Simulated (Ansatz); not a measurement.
BeSe (zincblende): a one-shot G0W0 calculation in Ansatz (G0W0@PBE with 129 empty bands, a screening cutoff of 140 eV and a 4×4×4 mesh, norm-conserving potentials). The geometry is the r2SCAN minimum.

Input (YAML):
```yaml
crystal:
  lattice:
    - [0.0, 2.5810353743, 2.5810353743]
    - [2.5810353743, 0.0, 2.5810353743]
    - [2.5810353743, 2.5810353743, 0.0]
  atoms:
    - { symbol: Be, position: [0.0, 0.0, 0.0] }
    - { symbol: Se, position: [0.25, 0.25, 0.25] }
kpoints:
  mp_grid: { grid: [4, 4, 4] }
hamiltonian:
  xc: pbe
  pseudopotentials: { kind: nc }
scf:
  occupations: { method: fixed }
gw:
  n_empty_bands: 129
  ecut_chi: 140
  qp_bands: [v2, c2]
  qp_kpoints: band_edges
  screening: { model: contour_deformation }
```

Command: `ansatz run input.yaml --threads 2 --pin off --max-ram 3686MiB --backend cpu --events-out ev --progress --plain --runs-dir out`. It took 43 s on 2 threads of Arm Neoverse V1, with other jobs on the host, load about 0.7 per core; peak host memory 0.66 GiB.

Abridged output:
```
Functional definition: PBE
Crystal: 2 atoms, lattice volume = 34.388 Å³
Basis set: ecut = 1800 eV, 5961 PW (Γ)
Bands: 14, of which v1, the nominal top of the filled ones, is band 10 counted from 1 (9 counted from 0)
Symmetry: 24 space group operations
Space group: F-43m (ITA 216)
k-points: 8 of 64 (time reversal used)
SCF iter   1: HF=-3692.162144 eV  Δρ=4.40e-2  dr2=7.16e-1
preconditioner: auto → none  [insulator: Δε(μ)=2.553 eV  ℏωp=17.9 eV]
SCF iter   2: HF=-3691.947213 eV  Δρ=1.68e-2  dr2=8.38e-2
SCF iter   3: HF=-3691.937294 eV  Δρ=4.63e-3  dr2=3.66e-3
SCF iter   4: HF=-3691.938195 eV  Δρ=1.32e-3  dr2=2.31e-4
SCF iter   5: HF=-3691.938330 eV  Δρ=8.90e-5  dr2=1.02e-6
SCF iter   6: HF=-3691.938332 eV  Δρ=1.85e-5  dr2=2.68e-8
SCF 1 converged in 6 iterations: F = -3691.938332 eV  dr2 = 2.68e-8
SCF converged after 6 iterations
Free energy (F): -3691.938332 eV
Fermi energy:    7.377783 eV
--- Band table (eV; the first three rows and the last of 8) ---
  k-point 0: bands = […, -39.3352, -39.3352, -6.3517, 7.3778, 7.3778, 7.3778, 11.6638, 12.3927, 12.3927, 12.3927]
  k-point 1: bands = […, -39.3352, -39.3352, -5.7910, 4.0110, 6.7621, 6.7621, 11.8275, 13.2800, 13.2800, 15.6476]
  k-point 2: bands = […, -39.3351, -39.3351, -5.0349, 1.7384, 6.3167, 6.3167, 11.6756, 13.3504, 13.3504, 17.3616]
  k-point 7: bands = […, -39.3354, -39.3348, -4.5512, 3.0112, 3.6274, 4.1324, 13.5136, 14.4689, 14.7603, 15.3469]
--- G₀W₀: contour deformation, 7 samples at zero and on the imaginary axis and 2 off it, 64 q-points, 129 empty bands' worth ---
    ik  band        ε_KS         Σx   Σc(E_QP)       V_xc       Z   E_QP_lin       E_QP  E_QP is
     0     9      7.3778   -18.1088     1.6333   -15.5522  0.7955     6.4474     6.4545  root
     0    10      7.3778   -18.1088     1.6333   -15.5522  0.7955     6.4474     6.4545  root
     0    11     11.6638    -8.2750    -4.5333   -13.2579  0.8036    12.1153    12.1134  root
     0    12     12.3927    -6.0013    -4.5260   -10.9877  0.7959    12.8552    12.8530  root
     1     9      6.7621   -17.6607     1.7548   -14.9549  0.7918     5.8030     5.8111  root
     1    10      6.7621   -17.6607     1.7548   -14.9549  0.7918     5.8030     5.8111  root
     1    11     11.8275    -7.1193    -4.4405   -11.9594  0.8011    12.2286    12.2271  root
     1    12     13.2800    -6.1531    -4.7151   -11.3391  0.7910    13.7534    13.7509  root
     2     9      6.3167   -17.5819     1.9112   -14.6856  0.7884     5.3223     5.3316  root
     2    10      6.3167   -17.5819     1.9112   -14.6856  0.7884     5.3223     5.3316  root
     2    11     11.6756    -7.3968    -4.3849   -12.1514  0.8016    12.0466    12.0453  root
     2    12     13.3504    -5.8351    -4.6429   -10.9067  0.7951    13.7811    13.7791  root
     3     9      5.7612   -17.1038     2.0115   -14.0838  0.7852     4.7422     4.7527  root
     3    10      5.7612   -17.1038     2.0115   -14.0838  0.7852     4.7422     4.7527  root
     3    11     11.1537    -5.8576    -4.2046   -10.3546  0.8055    11.4468    11.4461  root
     3    12     13.1506    -6.5054    -4.5479   -11.3866  0.7981    13.4851    13.4839  root
     6     9      4.7588   -17.0416     2.3853   -13.5803  0.7756     3.6682     3.6828  root
     6    10      4.7588   -17.0416     2.3853   -13.5803  0.7756     3.6682     3.6828  root
     6    11     10.0228    -5.4534    -3.9488    -9.5654  0.8147    10.1862    10.1860  root
     6    12     11.5924    -6.2494    -4.1464   -10.6311  0.8066    11.8282    11.8277  root
     7     9      3.6274   -16.5395     2.7032   -12.7150  0.7646     2.4855     2.5062  root
     7    10      4.1324   -16.1269     2.4130   -12.6453  0.7721     3.0477     3.0638  root
     7    11     13.5136    -6.7987    -4.3568   -11.3823  0.7998    13.7410    13.7404  root
     7    12     14.4689    -5.4060    -5.3258   -11.2071  0.7749    14.9478    14.9441  root
```

The rows of the band table are 0: (0, 0, 0) = Γ, 1: (0, 0, 1/4), 2: (0, 0, -1/2), 7: (1/4, -1/2, -1/4).

The points are ik 0 = (0, 0, 0) (Γ), ik 1 = (0, 0, 1/4), ik 2 = (0, 0, -1/2), ik 3 = (0, 1/4, 1/4), ik 6 = (0, -1/2, -1/2), ik 7 = (1/4, -1/2, -1/4); band 10 is the last filled one.

G0W0 moves the gap on the mesh from 2.65 eV (PBE) to 3.73 eV (Γ to k = (0, -1/2, -1/2)). Renormalisation factors Z lie between 0.76 and 0.81. No extrapolation in bands, cutoff or mesh was made for G0W0.

No spin polarisation and no zero-point or thermal motion.

Spin-orbit coupling is left out.
